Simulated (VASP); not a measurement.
# ZrC (P6_3/mmc) in VASP: further runs

The runs below take ZrC through single point, relaxation of cell and atoms, with PBE, SCAN, r2SCAN+rVV10, r2SCAN.

Program: VASP 6.6.1. These are calculated values, not measurements. Logs are shortened: lines on timing, memory, paths and dates and some standing lists are left out, and cuts for length are marked.

**1. The structure**

It takes space group P6_3/mmc (No. 194, hexagonal). The conventional cell has a = 3.391 Å, b = 3.391 Å, c = 5.290 Å, α = 90.00°, β = 90.00°, γ = 120.00°. Zr (site symmetry -6m2) is surrounded by 6 C at 2.36 Å. Around C (site symmetry -3m) lie 6 Zr at 2.36 Å and 2 C at 2.65 Å.

The cell comes from a database or a generator and needn't be the stable form of this composition.

**2. Single point, PBE**

INCAR reads:

```
SYSTEM = ZrC
PREC = Accurate
ENCUT = 400
EDIFF = 1E-7
ISMEAR = 0
SIGMA = 0.02
LREAL = .False.
LASPH = .True.
NELM = 60
ALGO = Normal
ISIF = 2
LWAVE = .False.
LCHARG = .True.
GGA = PE
LELF = .True.
LVHAR = .True.
```

KPOINTS reads:

```
regular mesh
0
Gamma
  5 5 3
  0 0 0
```

POSCAR reads:

```
ZrC
1.0
    3.3914762718      0.0000000000      0.0000000000
   -1.6957381359      2.9371046077      0.0000000000
    0.0000000000      0.0000000000      5.2900530000
Zr C
2 2
Direct
    0.6666666667      0.3333333333      0.7500000000
    0.3333333333      0.6666666667      0.2500000000
    0.0000000000      0.0000000000      0.5000000000
    0.0000000000      0.0000000000      0.0000000000
```

Potentials or basis: VASP PAW PBE potentials, release 64 (Zr_sv_GW, C_GW).

Command:

```console
$ cat potpaw_PBE.64/Zr_sv_GW/POTCAR potpaw_PBE.64/C_GW/POTCAR > POTCAR
$ mpirun -np 1 vasp_std > vasp.out
```

OUTCAR:

```text
SYSTEM = ZrC
   PREC = Accurate
   ENCUT = 400
   EDIFF = 1E-7
   ISMEAR = 0
   LREAL = .False.
   LASPH = .True.
   NELM = 60
   ISIF = 2
   GGA = PE

 ion  position               nearest neighbor table
   1  0.667  0.333  0.750-   3 2.36   4 2.36   3 2.36   4 2.36   3 2.36   4 2.36
   2  0.333  0.667  0.250-   3 2.36   4 2.36   3 2.36   4 2.36   3 2.36   4 2.36
   3  0.000  0.000  0.500-   1 2.36   2 2.36   2 2.36   1 2.36   1 2.36   2 2.36
   4  0.000  0.000  0.000-   1 2.36   2 2.36   2 2.36   1 2.36   1 2.36   2 2.36

  LATTYP: Found a hexagonal cell.
 ALAT       =     3.3914762718
 C/A-ratio  =     1.5598083478

  Lattice vectors:

 A1 = (   3.3914762718,   0.0000000000,   0.0000000000)
 A2 = (  -1.6957381359,   2.9371046077,   0.0000000000)
 A3 = (   0.0000000000,   0.0000000000,   5.2900530000)

Analysis of symmetry for initial positions (statically):
=====================================================================
 Subroutine PRICEL returns:
 Original cell was already a primitive cell.

 Routine SETGRP: Setting up the symmetry group for a
 hexagonal supercell.

 Subroutine GETGRP returns: Found 24 space group operations
 (whereof 12 operations were pure point group operations)
 out of a pool of 24 trial point group operations.

The static configuration has the point symmetry D_3d.
 The point group associated with its full space group is D_6h.

Analysis of symmetry for dynamics (positions and initial velocities):
=====================================================================
 Subroutine PRICEL returns:
 Original cell was already a primitive cell.

 Routine SETGRP: Setting up the symmetry group for a
 hexagonal supercell.

 Subroutine GETGRP returns: Found 24 space group operations
 (whereof 12 operations were pure point group operations)
 out of a pool of 24 trial point group operations.

The dynamic configuration has the point symmetry D_3d.
 The point group associated with its full space group is D_6h.

 Subroutine INISYM returns: Found 24 space group operations
 (whereof 12 operations are pure point group operations),
 and found     1 'primitive' translations

----------------------------------------------------------------------------------------

                                     Primitive cell

  volume of cell :      52.6949

[... 75 lines left out ...]
   ENCUT  =  400.0 eV  29.40 Ry    5.42 a.u.   5.53  5.53  8.63*2*pi/ulx,y,z
   NELM   =     60;   NELMIN=  2; NELMDL= -5     # of ELM steps
   EDIFF  = 0.1E-06   stopping-criterion for ELM
   LREAL  =      F    real-space projection
   EDIFFG = 0.1E-05   stopping-criterion for IOM
   NSW    =      0    number of steps for IOM
   IBRION =     -1    ionic relax: 0-MD 1-quasi-New 2-CG
   NFREE  =      0    steps in history (QN), initial steepest desc. (CG)
   ISIF   =      2    stress and relaxation
   ISYM   =      2    0-nonsym 1-usesym 2-fastsym
   POTIM  = 0.5000    time-step for ionic-motion
   TEBEG  =    0.0;   TEEND  =   0.0 temperature during run
   PSTRESS=    0.0 pullay stress
   NELECT =      32.0000    total number of electrons
   NUPDOWN=      -1.0000    fix difference up-down
   EMIN   =  10.00;   EMAX   =-10.00  energy-range for DOS
   EFERMI =   0.00;   METHOD = LEGACY
   ISMEAR =     0;   SIGMA  =   0.02  broadening in eV -4-tet -1-fermi 0-gaus
   EFERMI_NEDOS =   21; number of points for ismear=-14 and -15
   IALGO  =     38    algorithm
   IMIX   =      4    mixing-type and parameters
     AMIX     =   0.40;   BMIX     =  1.00
     AMIX_MAG =   1.60;   BMIX_MAG =  1.00
  volume/ion in A,a.u.               =      13.17        88.90
  Fermi-wavevector in a.u.,A,eV,Ry     =   1.386337  2.619797 26.149441  1.921930
  Thomas-Fermi vector in A             =   2.510662
   LORBIT       =      0    0 simple, 1 ext, 2 COOP (PROOUT), +10 PAW based schemes
   GGA     = PE    functional components
   LHFCALC =     F    Hartree Fock is set to
   AEXX    =    0.0000 exact exchange contribution
   IVDW    =     0    specifies the selected vdW correction
   LEPSILON=     F    determine dielectric tensor
   LRPA    =     F    only Hartree local field effects (RPA)
 non-spin polarized calculation
 Gauss-broadening in eV      SIGMA  =   0.02
  energy-cutoff  :      400.00
  volume of cell :       52.69
 maximum number of plane-waves:       983
 NGX is ok and might be reduce to    24
   NGX = 11   NGY = 11   NGZ = 17

 number of electron      32.0000001 magnetization

 Free energy of the ion-electron system (eV)
  ---------------------------------------------------
  ext. energy  EPLUGINS =         0.00000000
  ---------------------------------------------------
  free energy    TOTEN  =       -41.73907730 eV

  energy without entropy =      -41.73838348  energy(sigma->0) =      -41.73873039

 E-fermi :   9.6536     XC(G=0): -12.0609

 val. band max:        9.5719086247   @ k =   0.4000   0.2000   0.0000
 cond. band min:       9.6731187826   @ k =   0.2000   0.2000   0.3333
 fundamental gap:      0.1012101579
 Fermi energy:         9.6535602923

 k-point     1 :       0.0000    0.0000    0.0000
  band No.  band energies     occupation
      1     -38.7115      2.00000
      2     -38.5982      2.00000
      3     -17.2656      2.00000
      4     -16.5668      2.00000
      5     -16.5668      2.00000
      6     -16.4691      2.00000
[... 219 lines left out ...]
     19      13.0097      0.00000
     20      13.7752      0.00000

------------------------ aborting loop because EDIFF is reached ----------------------------------------

  FORCE on cell =-STRESS in cart. coord.  units (eV):
  Direction    XX          YY          ZZ          XY          YZ          ZX
  --------------------------------------------------------------------------------------
  -------------------------------------------------------------------------------------
  Total       -1.6625992     -1.6625992     -0.9001667      0.0000000      0.0000000     -0.0000000
  in kB      -50.5510216    -50.5510216    -27.3694019      0.0000000      0.0000000     -0.0000000
  external PRESSURE =     -42.8238150 kB  Pullay stress =       0.0000000 kB

 VOLUME and BASIS-vectors are now :
 -----------------------------------------------------------------------------
  energy-cutoff  :      400.00
  volume of cell :       52.69
      direct lattice vectors                 reciprocal lattice vectors
     3.391476272  0.000000000  0.000000000     0.294856847  0.170235680  0.000000000
    -1.695738136  2.937104608  0.000000000     0.000000000  0.340471360  0.000000000
     0.000000000  0.000000000  5.290053000     0.000000000  0.000000000  0.189034023

 POSITION                                       TOTAL-FORCE (eV/Angst)
 -----------------------------------------------------------------------------------
      1.69574      0.97903      3.96754        -0.000000     -0.000000      0.000000
     -0.00000      1.95807      1.32251         0.000000      0.000000      0.000000
      0.00000      0.00000      2.64503        -0.000000      0.000000      0.000000
      0.00000      0.00000      0.00000        -0.000000      0.000000      0.000000
 -----------------------------------------------------------------------------------
    total drift:                               -0.000000      0.000000     -0.000000

  FREE ENERGIE OF THE ION-ELECTRON SYSTEM (eV)
  ---------------------------------------------------
  free  energy   TOTEN  =       -41.7390772995 eV

  energy  without entropy=      -41.7383834849  energy(sigma->0) =      -41.73873039
```

Wall time 7.9 s (1 thread of Intel Xeon 6975P-C (Granite Rapids), shared host); peak memory 0.15 GiB.

The run converged, but a check on its numbers failed (symmetry, net force, bounds or a known fault of this set-up), so they aren't taken as properties of the crystal.

Caveat: the k mesh is coarse (spacing up to 0.43 Å⁻¹), so the values aren't converged; the cutoff lies under the usual one of these potentials, so the numbers hold a large basis-set error.

**3. Single point, PBE**

INCAR reads:

```
PREC = Accurate
ENCUT = 450
EDIFF = 1E-6
ISMEAR = 0
SIGMA = 0.02
LREAL = F
LASPH = T
NELM = 60
ALGO = Normal
ISIF = 2
LWAVE = F
LCHARG = F
GGA = PE
NBANDS = 24
```

KPOINTS reads:

```
regular mesh
0
Gamma
  5 5 3
```

POSCAR is that of step 2.

Potentials or basis: VASP PAW PBE potentials, release 64 (Zr_sv_GW, C_GW).

Command:

```console
$ cat potpaw_PBE.64/Zr_sv_GW/POTCAR potpaw_PBE.64/C_GW/POTCAR > POTCAR
$ mpirun -np 1 vasp_std > vasp.out
```

OUTCAR:

```text
PREC = Accurate
   ENCUT = 450
   EDIFF = 1E-6
   ISMEAR = 0
   LREAL = F
   LASPH = T
   NELM = 60
   ISIF = 2
   GGA = PE

 ion  position               nearest neighbor table
   1  0.667  0.333  0.750-   3 2.36   4 2.36   3 2.36   4 2.36   3 2.36   4 2.36
   2  0.333  0.667  0.250-   3 2.36   4 2.36   3 2.36   4 2.36   3 2.36   4 2.36
   3  0.000  0.000  0.500-   1 2.36   2 2.36   2 2.36   1 2.36   1 2.36   2 2.36
   4  0.000  0.000  0.000-   1 2.36   2 2.36   2 2.36   1 2.36   1 2.36   2 2.36

  LATTYP: Found a hexagonal cell.
 ALAT       =     3.3914762718
 C/A-ratio  =     1.5598083478

  Lattice vectors:

 A1 = (   3.3914762718,   0.0000000000,   0.0000000000)
 A2 = (  -1.6957381359,   2.9371046077,   0.0000000000)
 A3 = (   0.0000000000,   0.0000000000,   5.2900530000)

Analysis of symmetry for initial positions (statically):
=====================================================================
 Subroutine PRICEL returns:
 Original cell was already a primitive cell.

 Routine SETGRP: Setting up the symmetry group for a
 hexagonal supercell.

 Subroutine GETGRP returns: Found 24 space group operations
 (whereof 12 operations were pure point group operations)
 out of a pool of 24 trial point group operations.

The static configuration has the point symmetry D_3d.
 The point group associated with its full space group is D_6h.

Analysis of symmetry for dynamics (positions and initial velocities):
=====================================================================
 Subroutine PRICEL returns:
 Original cell was already a primitive cell.

 Routine SETGRP: Setting up the symmetry group for a
 hexagonal supercell.

 Subroutine GETGRP returns: Found 24 space group operations
 (whereof 12 operations were pure point group operations)
 out of a pool of 24 trial point group operations.

The dynamic configuration has the point symmetry D_3d.
 The point group associated with its full space group is D_6h.

 Subroutine INISYM returns: Found 24 space group operations
 (whereof 12 operations are pure point group operations),
 and found     1 'primitive' translations

----------------------------------------------------------------------------------------

                                     Primitive cell

  volume of cell :      52.6949

  direct lattice vectors                    reciprocal lattice vectors
     3.391476272  0.000000000  0.000000000     0.294856847  0.170235680  0.000000000
    -1.695738136  2.937104608  0.000000000     0.000000000  0.340471360  0.000000000
     0.000000000  0.000000000  5.290053000     0.000000000  0.000000000  0.189034023

  length of vectors
     3.391476272  3.391476272  5.290053000     0.340471360  0.340471360  0.189034023

  position of ions in fractional coordinates (direct lattice)
     0.666666667  0.333333333  0.750000000
     0.333333333  0.666666667  0.250000000
     0.000000000  0.000000000  0.500000000
     0.000000000  0.000000000  0.000000000

  ion indices of the primitive-cell ions
   primitive index   ion index
                 1           1
                 2           2
                 3           3
                 4           4

----------------------------------------------------------------------------------------

 KPOINTS: regular mesh

Automatic generation of k-mesh.
 Grid dimensions read from file:
 generate k-points for:    5    5    3

 Generating k-lattice:

  Cartesian coordinates                     Fractional coordinates (reciprocal lattice)
     0.058971369  0.034047136  0.000000000     0.200000000 -0.000000000  0.000000000
     0.000000000  0.068094272  0.000000000     0.000000000  0.200000000  0.000000000
     0.000000000  0.000000000  0.063011341     0.000000000  0.000000000  0.333333333

  Length of vectors
     0.068094272  0.068094272  0.063011341

  Shift w.r.t. Gamma in fractional coordinates (k-lattice)
     0.000000000  0.000000000  0.000000000

 Subroutine IBZKPT returns following result:
 ===========================================

 Found     10 irreducible k-points:

 Following reciprocal coordinates:
            Coordinates               Weight
  0.000000  0.000000  0.000000      1.000000
  0.200000  0.000000  0.000000      6.000000
  0.400000  0.000000  0.000000      6.000000
  0.200000  0.200000  0.000000      6.000000
  0.400000  0.200000  0.000000      6.000000
  0.000000  0.000000  0.333333      2.000000
  0.200000  0.000000  0.333333     12.000000
  0.400000  0.000000  0.333333     12.000000
  0.200000  0.200000  0.333333     12.000000
  0.400000  0.200000  0.333333     12.000000
   k-points           NKPTS =     10   k-points in BZ     NKDIM =     10   number of bands    NBANDS=     24
   number of dos      NEDOS =    301   number of ions     NIONS =      4
   total plane-waves  NPLWV =  23040
   dimension x,y,z NGX =    24 NGY =   24 NGZ =   40
   dimension x,y,z NGXF=    48 NGYF=   48 NGZF=   80
   ions per type =               2   2
   NGX,Y,Z   is equivalent  to a cutoff of  11.76, 11.76, 12.57 a.u.
   NGXF,Y,Z  is equivalent  to a cutoff of  23.53, 23.53, 25.14 a.u.
 SYSTEM =  unknown system
   PREC   = accura    normal or accurate (medium, high low for compatibility)
   ISTART =      0    job   : 0-new  1-cont  2-samecut
   ICHARG =      2    charge: 1-file 2-atom 10-const
   ISPIN  =      1    spin polarized calculation?
   LNONCOLLINEAR =      F non collinear calculations
   LSORBIT =      F    spin-orbit coupling
   LASPH  =      T    aspherical Exc in radial PAW
   ENCUT  =  450.0 eV  33.07 Ry    5.75 a.u.   5.87  5.87  9.15*2*pi/ulx,y,z
   NELM   =     60;   NELMIN=  2; NELMDL= -5     # of ELM steps
   EDIFF  = 0.1E-05   stopping-criterion for ELM
   LREAL  =      F    real-space projection
[... 7 lines left out ...]
   TEBEG  =    0.0;   TEEND  =   0.0 temperature during run
   PSTRESS=    0.0 pullay stress
   NELECT =      32.0000    total number of electrons
   NUPDOWN=      -1.0000    fix difference up-down
   EMIN   =  10.00;   EMAX   =-10.00  energy-range for DOS
   EFERMI =   0.00;   METHOD = LEGACY
   ISMEAR =     0;   SIGMA  =   0.02  broadening in eV -4-tet -1-fermi 0-gaus
   EFERMI_NEDOS =   21; number of points for ismear=-14 and -15
   IALGO  =     38    algorithm
   IMIX   =      4    mixing-type and parameters
     AMIX     =   0.40;   BMIX     =  1.00
     AMIX_MAG =   1.60;   BMIX_MAG =  1.00
  volume/ion in A,a.u.               =      13.17        88.90
  Fermi-wavevector in a.u.,A,eV,Ry     =   1.386337  2.619797 26.149441  1.921930
  Thomas-Fermi vector in A             =   2.510662
   LORBIT       =      0    0 simple, 1 ext, 2 COOP (PROOUT), +10 PAW based schemes
   GGA     = PE    functional components
   LHFCALC =     F    Hartree Fock is set to
   AEXX    =    0.0000 exact exchange contribution
   IVDW    =     0    specifies the selected vdW correction
   LEPSILON=     F    determine dielectric tensor
   LRPA    =     F    only Hartree local field effects (RPA)
 non-spin polarized calculation
 Gauss-broadening in eV      SIGMA  =   0.02
  energy-cutoff  :      450.00
  volume of cell :       52.69
 maximum number of plane-waves:      1152
 NGX is ok and might be reduce to    24
   NGX = 11   NGY = 11   NGZ = 19

 number of electron      31.9999987 magnetization

 Free energy of the ion-electron system (eV)
  ---------------------------------------------------
  ext. energy  EPLUGINS =         0.00000000
  ---------------------------------------------------
  free energy    TOTEN  =       -41.77587009 eV

  energy without entropy =      -41.77517627  energy(sigma->0) =      -41.77552318

 E-fermi :   9.6516     XC(G=0): -12.0610

 val. band max:        9.5695331720   @ k =   0.4000   0.2000   0.0000
 cond. band min:       9.6711414672   @ k =   0.2000   0.2000   0.3333
 fundamental gap:      0.1016082952
 Fermi energy:         9.6515829769

 k-point     1 :       0.0000    0.0000    0.0000
  band No.  band energies     occupation
      1     -38.7136      2.00000
      2     -38.6010      2.00000
      3     -17.2688      2.00000
      4     -16.5702      2.00000
      5     -16.5702      2.00000
      6     -16.4721      2.00000
[... 16 lines left out ...]
     23      14.0055      0.00000
     24      17.0257      0.00000
[... 220 lines left out ...]
      2     -38.5946      2.00000
      3     -17.1444      2.00000
      4     -17.0580      2.00000
      5     -16.8874      2.00000
      6     -16.7570      2.00000
[... 16 lines left out ...]
     23      16.0361      0.00000
     24      16.0912      0.00000

------------------------ aborting loop because EDIFF is reached ----------------------------------------

  FORCE on cell =-STRESS in cart. coord.  units (eV):
  Direction    XX          YY          ZZ          XY          YZ          ZX
  --------------------------------------------------------------------------------------
  -------------------------------------------------------------------------------------
  Total       -1.3741685     -1.3741685     -0.6448030      0.0000000      0.0000000     -0.0000000
  in kB      -41.7813372    -41.7813372    -19.6051145      0.0000000      0.0000000     -0.0000000
  external PRESSURE =     -34.3892630 kB  Pullay stress =       0.0000000 kB

 VOLUME and BASIS-vectors are now :
 -----------------------------------------------------------------------------
  energy-cutoff  :      450.00
  volume of cell :       52.69
      direct lattice vectors                 reciprocal lattice vectors
     3.391476272  0.000000000  0.000000000     0.294856847  0.170235680  0.000000000
    -1.695738136  2.937104608  0.000000000     0.000000000  0.340471360  0.000000000
     0.000000000  0.000000000  5.290053000     0.000000000  0.000000000  0.189034023

 POSITION                                       TOTAL-FORCE (eV/Angst)
 -----------------------------------------------------------------------------------
      1.69574      0.97903      3.96754        -0.000000     -0.000000      0.000000
     -0.00000      1.95807      1.32251         0.000000      0.000000      0.000000
      0.00000      0.00000      2.64503        -0.000000      0.000000      0.000000
      0.00000      0.00000      0.00000        -0.000000      0.000000      0.000000
 -----------------------------------------------------------------------------------
    total drift:                               -0.000000      0.000000     -0.000000

  FREE ENERGIE OF THE ION-ELECTRON SYSTEM (eV)
  ---------------------------------------------------
  free  energy   TOTEN  =       -41.7758700861 eV

  energy  without entropy=      -41.7751762715  energy(sigma->0) =      -41.77552318
```

Run time: 20 s. Hardware: 1 thread of Intel Xeon Platinum 8175M at 2.50GHz (Skylake/Cascade Lake), shared host; peak memory 0.16 GiB.

What came out:

- Free energy: -41.7759 eV
- Band gap on the k mesh: none (metal or under the smearing width)

Levels at points of the mesh, in eV from the Fermi level:
| k point | band 12 | band 13 | band 14 | band 15 | band 16 | band 17 | band 18 | band 19 | band 20 | band 21 |
| --- | --- | --- | --- | --- | --- | --- | --- | --- | --- | --- |
| (0.00, 0.00, 0.00) | -2.80 | -2.80 | -1.10 | -1.10 | 0.96 | 1.25 | 1.25 | 1.64 | 1.64 | 2.35 |

Caveat: the k mesh is coarse (spacing up to 0.43 Å⁻¹), so the values aren't converged; the cutoff is under 1.25 times the usual one of these potentials, so pressure, stress and relaxed cells hold a basis-set (Pulay) error.

(Part 1 of 2 ends here.)
